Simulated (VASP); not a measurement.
# Ni (P6_3/mmc) in VASP: further runs

Runs on Ni. Level: PBE. Tasks: single point.

Program: VASP 6.6.1. These are calculated values, not measurements. Logs are shortened: lines on timing, memory, paths and dates and some standing lists are left out, and cuts for length are marked.

## Step 1: The structure

The structure is hexagonal, space group P6_3/mmc (No. 194). Conventional cell: a = 2.448 Å, b = 2.448 Å, c = 4.073 Å, α = 90.00°, β = 90.00°, γ = 120.00°. Ni (site symmetry -6m2) is surrounded by 12 Ni at 2.45 to 2.48 Å.

This isn't the form of Ni at room conditions, which is fcc.

## Step 2: Single point, PBE, collinear spin, ferromagnetic start

INCAR reads:

```
  ADDGRID = F
  ALGO = Normal
  EDIFF = 1E-6
  ENCUT = 400
  GGA = PE
  ISIF = 2
  ISMEAR = 0
  ISPIN = 2
  LASPH = T
  LCHARG = F
  LMAXMIX = 4
  LORBIT = 11
  LREAL = F
  LWAVE = F
  MAGMOM = 1 1
  NBANDS = 21
  NELM = 100
  PREC = Accurate
  SIGMA = 0.1
```

KPOINTS reads:

```
k-points
0
Gamma
  16 16 9
```

POSCAR reads:

```
Ni
1.0
    2.4480228978      0.0000000000      0.0000000000
   -1.2240114489      2.1200500186      0.0000000000
    0.0000000000      0.0000000000      4.0728075700
Ni
2
Direct
    0.6666666667      0.3333333333      0.7500000000
    0.3333333333      0.6666666667      0.2500000000
```

Potentials or basis: VASP PAW PBE potentials, release 64 (Ni).

Run with:

```sh
> cat potpaw_PBE.64/Ni/POTCAR > POTCAR
> mpirun -np 1 vasp_std > vasp.out
```

OUTCAR:

```text
EDIFF = 1E-6
   ENCUT = 400
   GGA = PE
   ISIF = 2
   ISMEAR = 0
   ISPIN = 2
   LASPH = T
   LORBIT = 11
   LREAL = F
   NELM = 100
   PREC = Accurate

 Found    150 irreducible k-points:

 Following reciprocal coordinates:
            Coordinates               Weight
  0.000000  0.000000  0.000000      1.000000
  0.062500  0.000000  0.000000      6.000000
  0.125000  0.000000  0.000000      6.000000
  0.187500  0.000000  0.000000      6.000000
  0.250000  0.000000  0.000000      6.000000
  0.312500  0.000000  0.000000      6.000000
   k-points           NKPTS =    150   k-points in BZ     NKDIM =    150   number of bands    NBANDS=     21
   number of dos      NEDOS =    301   number of ions     NIONS =      2
   total plane-waves  NPLWV =   7168
   dimension x,y,z NGX =    16 NGY =   16 NGZ =   28
   dimension x,y,z NGXF=    32 NGYF=   32 NGZF=   56
   ions per type =               2
   NGX,Y,Z   is equivalent  to a cutoff of  10.87, 10.87, 11.43 a.u.
   NGXF,Y,Z  is equivalent  to a cutoff of  21.73, 21.73, 22.86 a.u.
 SYSTEM =  unknown system
   PREC   = accura    normal or accurate (medium, high low for compatibility)
   ISTART =      0    job   : 0-new  1-cont  2-samecut
   ICHARG =      2    charge: 1-file 2-atom 10-const
   ISPIN  =      2    spin polarized calculation?
   LNONCOLLINEAR =      F non collinear calculations
   LSORBIT =      F    spin-orbit coupling
   LASPH  =      T    aspherical Exc in radial PAW
   ENCUT  =  400.0 eV  29.40 Ry    5.42 a.u.   3.99  3.99  6.64*2*pi/ulx,y,z
   NELM   =    100;   NELMIN=  2; NELMDL= -5     # of ELM steps
   EDIFF  = 0.1E-05   stopping-criterion for ELM
   LREAL  =      F    real-space projection
   EDIFFG = 0.1E-04   stopping-criterion for IOM
   NSW    =      0    number of steps for IOM
   IBRION =     -1    ionic relax: 0-MD 1-quasi-New 2-CG
   NFREE  =      0    steps in history (QN), initial steepest desc. (CG)
   ISIF   =      2    stress and relaxation
   ISYM   =      2    0-nonsym 1-usesym 2-fastsym
   POTIM  = 0.5000    time-step for ionic-motion
   TEBEG  =    0.0;   TEEND  =   0.0 temperature during run
   PSTRESS=    0.0 pullay stress
   NELECT =      20.0000    total number of electrons
   NUPDOWN=      -1.0000    fix difference up-down
   EMIN   =  10.00;   EMAX   =-10.00  energy-range for DOS
   EFERMI =   0.00;   METHOD = LEGACY
   ISMEAR =     0;   SIGMA  =   0.10  broadening in eV -4-tet -1-fermi 0-gaus
   EFERMI_NEDOS =   21; number of points for ismear=-14 and -15
   IALGO  =     38    algorithm
   IMIX   =      4    mixing-type and parameters
     AMIX     =   0.40;   BMIX     =  1.00
     AMIX_MAG =   1.60;   BMIX_MAG =  1.00
  volume/ion in A,a.u.               =      10.57        71.32
  Fermi-wavevector in a.u.,A,eV,Ry     =   1.607187  3.037143 35.144518  2.583049
  Thomas-Fermi vector in A             =   2.703255
   LORBIT       =     11    0 simple, 1 ext, 2 COOP (PROOUT), +10 PAW based schemes
   GGA     = PE    functional components
   LHFCALC =     F    Hartree Fock is set to
   AEXX    =    0.0000 exact exchange contribution
   IVDW    =     0    specifies the selected vdW correction
   LEPSILON=     F    determine dielectric tensor
   LRPA    =     F    only Hartree local field effects (RPA)
 spin polarized calculation
 Gauss-broadening in eV      SIGMA  =   0.10
  energy-cutoff  :      400.00
  volume of cell :       21.14
 maximum number of plane-waves:       394
 NGX is ok and might be reduce to    16
   NGX =  7   NGY =  7   NGZ = 13

 number of electron      20.0000025 magnetization       1.1874357

 Free energy of the ion-electron system (eV)
  ---------------------------------------------------
  ext. energy  EPLUGINS =         0.00000000
  ---------------------------------------------------
  free energy    TOTEN  =       -10.88199369 eV

  energy without entropy =      -10.85963008  energy(sigma->0) =      -10.87081188

 E-fermi :   9.8119     XC(G=0): -13.4267

 val. band max:        9.8077393404   @ k =   0.2500   0.1250   0.3333
 cond. band min:       9.8136901686   @ k =   0.1875   0.1875   0.3333
 fundamental gap:      0.0059508282
 Fermi energy:         9.8119367318

 spin component 1

 k-point     1 :       0.0000    0.0000    0.0000
  band No.  band energies     occupation
      1       0.5773      1.00000
      2       4.8021      1.00000
      3       7.2596      1.00000
      4       7.4161      1.00000
      5       7.4161      1.00000
      6       7.6804      1.00000
[... 13 lines left out ...]
     20      36.5575      0.00000
     21      40.4805      0.00000

 k-point     2 :       0.0625    0.0000    0.0000
  band No.  band energies     occupation
      1       0.7181      1.00000
      2       4.8913      1.00000
      3       7.1944      1.00000
      4       7.4650      1.00000
      5       7.4778      1.00000
      6       7.6472      1.00000
[... 13 lines left out ...]
     20      38.8891      0.00000
     21      38.9177      0.00000

 k-point     3 :       0.1250    0.0000    0.0000
  band No.  band energies     occupation
      1       1.1336      1.00000
      2       5.1366      1.00000
      3       7.0421      1.00000
      4       7.5042      1.00000
      5       7.5386      1.00000
      6       7.6440      1.00000
[... 13 lines left out ...]
     20      39.0886      0.00000
     21      39.8742      0.00000

 k-point     4 :       0.1875    0.0000    0.0000
  band No.  band energies     occupation
      1       1.8003      1.00000
      2       5.4578      1.00000
      3       6.8667      1.00000
      4       6.9428      1.00000
      5       7.3890      1.00000
      6       7.8525      1.00000
[... 13 lines left out ...]
     20      38.9228      0.00000
     21      38.9841      0.00000

 k-point     5 :       0.2500    0.0000    0.0000
  band No.  band energies     occupation
      1       2.6677      1.00000
      2       5.6869      1.00000
      3       6.4597      1.00000
      4       6.7713      1.00000
      5       7.3071      1.00000
      6       7.7705      1.00000
[... 13 lines left out ...]
     20      38.4922      0.00000
     21      38.8905      0.00000

 k-point     6 :       0.3125    0.0000    0.0000
  band No.  band energies     occupation
      1       3.6308      1.00000
      2       5.6823      1.00000
      3       6.0927      1.00000
      4       6.8088      1.00000
      5       7.3720      1.00000
      6       7.6333      1.00000
[... 13 lines left out ...]
     20      37.0531      0.00000
     21      38.4439      0.00000

 [... further k-points ...]

 spin component 2

 k-point     1 :       0.0000    0.0000    0.0000
  band No.  band energies     occupation
      1       0.5476      1.00000
      2       5.1793      1.00000
      3       7.9358      1.00000
      4       8.0576      1.00000
      5       8.0576      1.00000
      6       8.3395      1.00000
[... 13 lines left out ...]
     20      36.6344      0.00000
     21      40.5545      0.00000

 k-point     2 :       0.0625    0.0000    0.0000
  band No.  band energies     occupation
      1       0.6886      1.00000
      2       5.2740      1.00000
      3       7.8471      1.00000
      4       8.1218      1.00000
      5       8.1263      1.00000
      6       8.3029      1.00000
[... 13 lines left out ...]
     20      38.8448      0.00000
     21      38.9364      0.00000

 k-point     3 :       0.1250    0.0000    0.0000
  band No.  band energies     occupation
      1       1.1050      1.00000
      2       5.5362      1.00000
      3       7.6684      1.00000
      4       7.8984      1.00000
      5       8.1567      1.00000
      6       8.3093      1.00000
[... 13 lines left out ...]
     20      39.1928      0.00000
     21      39.9495      0.00000

 k-point     4 :       0.1875    0.0000    0.0000
  band No.  band energies     occupation
      1       1.7755      1.00000
      2       5.8877      1.00000
      3       7.3163      1.00000
      4       7.4627      1.00000
      5       8.0228      1.00000
      6       8.5285      1.00000
[... 13 lines left out ...]
     20      38.9128      0.00000
     21      39.0529      0.00000

 k-point     5 :       0.2500    0.0000    0.0000
  band No.  band energies     occupation
      1       2.6556      1.00000
      2       6.1605      1.00000
      3       6.8512      1.00000
      4       7.3234      1.00000
      5       7.9277      1.00000
      6       8.3726      1.00000
[... 13 lines left out ...]
     20      38.6101      0.00000
     21      38.9081      0.00000

 k-point     6 :       0.3125    0.0000    0.0000
  band No.  band energies     occupation
      1       3.6579      1.00000
      2       6.1874      1.00000
      3       6.5009      1.00000
      4       7.3041      1.00000
      5       7.9913      1.00000
      6       8.2281      1.00000
[... 13 lines left out ...]
     20      37.1583      0.00000
     21      38.4750      0.00000

 [... further k-points ...]

------------------------ aborting loop because EDIFF is reached ----------------------------------------

  FORCE on cell =-STRESS in cart. coord.  units (eV):
  Direction    XX          YY          ZZ          XY          YZ          ZX
  --------------------------------------------------------------------------------------
  -------------------------------------------------------------------------------------
  Total        0.9025743      0.9025743      0.5729696      0.0000000      0.0000000      0.0000000
  in kB       68.4129094     68.4129094     43.4296829      0.0000000      0.0000000      0.0000000
  external PRESSURE =      60.0851672 kB  Pullay stress =       0.0000000 kB

 VOLUME and BASIS-vectors are now :
 -----------------------------------------------------------------------------
  energy-cutoff  :      400.00
  volume of cell :       21.14
      direct lattice vectors                 reciprocal lattice vectors
     2.448022898  0.000000000  0.000000000     0.408492911  0.235843492  0.000000000
    -1.224011449  2.120050019  0.000000000     0.000000000  0.471686984  0.000000000
     0.000000000  0.000000000  4.072807570     0.000000000  0.000000000  0.245530873

 POSITION                                       TOTAL-FORCE (eV/Angst)
 -----------------------------------------------------------------------------------
      1.22401      0.70668      3.05461         0.000000      0.000000      0.000000
     -0.00000      1.41337      1.01820        -0.000000      0.000000      0.000000
 -----------------------------------------------------------------------------------
    total drift:                               -0.000000      0.000000     -0.000000

  FREE ENERGIE OF THE ION-ELECTRON SYSTEM (eV)
  ---------------------------------------------------
  free  energy   TOTEN  =       -10.8819936854 eV

  energy  without entropy=      -10.8596300816  energy(sigma->0) =      -10.87081188

 total charge

# of ion       s       p       d       tot
------------------------------------------
    1        0.509   0.523   8.330   9.362
    2        0.509   0.523   8.330   9.362
--------------------------------------------------
tot          1.018   1.045  16.660  18.724

 magnetization (x)

# of ion       s       p       d       tot
------------------------------------------
    1       -0.005  -0.024   0.632   0.603
    2       -0.005  -0.024   0.632   0.603
--------------------------------------------------
tot         -0.010  -0.048   1.264   1.205
```

It took 31 s on 1 thread of AMD EPYC 9R45 (Zen 5), shared host; peak memory 0.14 GiB.

The run converged, but some of its settings lie outside the range that counts as converged, so its numbers aren't taken as properties of the crystal.

Results:

| Property | Result |
| --- | --- |
| Free energy | -10.8820 eV |
| Pressure | 6.0 GPa |
| Band gap on the k mesh | none (metal or under the smearing width) |
| Net moment | 1.19 μB per cell |
| Site moments | Ni +0.60 μB |
| Valence electrons inside the program's atomic spheres | Ni 9.36 |

## Step 3: Single point, PBE, collinear spin, ferromagnetic start

Changes to INCAR since step 2:

```diff
@@ -3,3 +3,3 @@
   EDIFF = 1E-6
-  ENCUT = 400
+  ENCUT = 700
   GGA = PE
```

KPOINTS reads:

```
k-points
0
Gamma
  13 13 7
```

POSCAR is that of step 2.

Potentials or basis: VASP PAW PBE potentials, release 64 (Ni).

Run with:

```sh
> cat potpaw_PBE.64/Ni/POTCAR > POTCAR
> mpirun -np 1 vasp_std > vasp.out
```

Wall time 46 s (1 thread of AMD EPYC 9R45 (Zen 5), shared host); peak memory 0.19 GiB.

These settings aren't checked as converged: the numbers below hold their error.

Results:

| Quantity | Value |
| --- | --- |
| Free energy | -10.8834 eV |
| Pressure | 6.8 GPa |
| Band gap on the k mesh | none (metal or under the smearing width) |
| Net moment | 1.24 μB per cell |
| Site moments | Ni +0.63 μB |
| Valence electrons inside the program's atomic spheres | Ni 9.36 |

## Step 4: Single point, PBE, collinear spin, ferromagnetic start

Changes to INCAR since step 3:

```diff
@@ -3,3 +3,3 @@
   EDIFF = 1E-6
-  ENCUT = 700
+  ENCUT = 450
   GGA = PE
```

KPOINTS reads:

```
k-points
0
Gamma
  16 16 9
```

POSCAR is that of step 3.

Run with:

```sh
> cat potpaw_PBE.64/Ni/POTCAR > POTCAR
> mpirun -np 1 vasp_std > vasp.out
```

Run time: 41 s. Hardware: 1 thread of AMD EPYC 9R45 (Zen 5), shared host; peak memory 0.16 GiB.

These settings aren't checked as converged: the numbers below hold their error.

What came out:

```
Free energy                                           : -10.8799 eV
Pressure                                              : 6.4 GPa
Band gap on the k mesh                                : none (metal or under the smearing width)
Net moment                                            : 1.19 μB per cell
Site moments                                          : Ni +0.60 μB
Valence electrons inside the program's atomic spheres : Ni 9.36
```

## Step 5: Single point, PBE, collinear spin, ferromagnetic start

Changes to INCAR since step 4:

```diff
@@ -3,3 +3,3 @@
   EDIFF = 1E-6
-  ENCUT = 450
+  ENCUT = 350
   GGA = PE
```

KPOINTS reads:

```
k-points
0
Gamma
  19 19 10
```

POSCAR is that of step 4.

Potentials or basis: VASP PAW PBE potentials, release 64 (Ni).

Run with:

```sh
> cat potpaw_PBE.64/Ni/POTCAR > POTCAR
> mpirun -np 1 vasp_std > vasp.out
```

OUTCAR:

```text
EDIFF = 1E-6
   ENCUT = 350
   GGA = PE
   ISIF = 2
   ISMEAR = 0
   ISPIN = 2
   LASPH = T
   LORBIT = 11
   LREAL = F
   NELM = 100
   PREC = Accurate

 Found    240 irreducible k-points:

 Following reciprocal coordinates:
            Coordinates               Weight
  0.000000  0.000000  0.000000      1.000000
  0.052632 -0.000000  0.000000      6.000000
  0.105263 -0.000000  0.000000      6.000000
  0.157895  0.000000  0.000000      6.000000
[... 380 lines left out ...]
  in kB       74.0113973     74.0113973     42.0856935      0.0000000      0.0000000      0.0000000
  external PRESSURE =      63.3694960 kB  Pullay stress =       0.0000000 kB

 VOLUME and BASIS-vectors are now :
 -----------------------------------------------------------------------------
  energy-cutoff  :      350.00
  volume of cell :       21.14
      direct lattice vectors                 reciprocal lattice vectors
     2.448022898  0.000000000  0.000000000     0.408492911  0.235843492  0.000000000
    -1.224011449  2.120050019  0.000000000     0.000000000  0.471686984  0.000000000
     0.000000000  0.000000000  4.072807570     0.000000000  0.000000000  0.245530873

 POSITION                                       TOTAL-FORCE (eV/Angst)
 -----------------------------------------------------------------------------------
      1.22401      0.70668      3.05461         0.000000     -0.000000      0.000000
     -0.00000      1.41337      1.01820        -0.000000      0.000000      0.000000
 -----------------------------------------------------------------------------------
    total drift:                               -0.000000      0.000000     -0.000000

  FREE ENERGIE OF THE ION-ELECTRON SYSTEM (eV)
  ---------------------------------------------------
  free  energy   TOTEN  =       -10.8931736484 eV

  energy  without entropy=      -10.8710966843  energy(sigma->0) =      -10.88213517

 total charge

# of ion       s       p       d       tot
------------------------------------------
    1        0.510   0.524   8.321   9.356
    2        0.510   0.524   8.321   9.356
--------------------------------------------------
tot          1.020   1.049  16.643  18.711

 magnetization (x)

# of ion       s       p       d       tot
------------------------------------------
    1       -0.005  -0.024   0.664   0.635
    2       -0.005  -0.024   0.664   0.635
--------------------------------------------------
tot         -0.010  -0.049   1.329   1.270
```

Wall time 47 s (1 thread of AMD EPYC 9R45 (Zen 5), shared host); peak memory 0.16 GiB.

The run converged, but some of its settings lie outside the range that counts as converged, so its numbers aren't taken as properties of the crystal.

Results:

* Free energy: -10.8932 eV
* Pressure: 6.3 GPa
* Band gap on the k mesh: none (metal or under the smearing width)
* Net moment: 1.25 μB per cell
* Site moments: Ni +0.64 μB
* Valence electrons inside the program's atomic spheres: Ni 9.36

(Part 1 of 2 ends here.)
